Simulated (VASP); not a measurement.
## Hf: single point with PBEsol

Hf:

```
Hf
1.0
     0.00000    2.41169    1.88112
     2.41169    0.00000    1.88112
     2.41169    2.41169    0.00000
Hf
1
Direct
  0.00000 0.00000 0.00000
```

This isn't the form of Hf at room conditions, which is hcp.

* Program: VASP 6.6.1
* Task: single point
* Functional: PBEsol
* Potentials or basis: VASP PAW PBE potentials, release 64 (Hf_pv)
* Cutoff: 520 eV
* k mesh: 20 × 20 × 20
* Occupations: gaussian, width 0.15 eV
* Spin: no spin polarisation
* Dipole correction: no
* Further INCAR settings: ALGO = Fast; EDIFF = 1e-07; NBANDS = 11

```
Pressure               : -2.7 GPa
Band gap on the k mesh : none (metal or under the smearing width)
```

Stress tensor (GPa, compression positive):
```
-3.88  0.00  0.00
 0.00 -3.88  0.00
 0.00  0.00 -0.42
```

Levels at points of the mesh, in eV from the Fermi level:
| k point | band 2 | band 3 | band 4 | band 5 | band 6 | band 7 | band 8 | band 9 |
| --- | --- | --- | --- | --- | --- | --- | --- | --- |
| (0.00, 0.00, 0.00) | -29.74 | -29.74 | -7.15 | 1.23 | 1.23 | 2.26 | 3.55 | 4.96 |
| (0.50, 0.00, 0.00) | -29.99 | -29.74 | -3.52 | -0.16 | 0.98 | 3.35 | 5.39 | 7.58 |
| (0.50, 0.50, 0.00) | -30.29 | -30.29 | -2.85 | -2.54 | 5.91 | 6.70 | 7.05 | 7.05 |
| (0.50, 0.00, 0.50) | -30.07 | -29.80 | -3.40 | -1.26 | 1.57 | 5.14 | 5.74 | 7.90 |

Run time: 2.3 min on 1 thread of Intel(R) Xeon(R) Platinum 8259CL CPU @ 2.50GHz (Skylake/Cascade Lake), on a shared host, peak memory 0.28 GiB.

Caveat: the PAW data sets were made with another functional, which shifts forces and pressure a little. The run has no spin-orbit coupling, so splittings on Hf are missing.
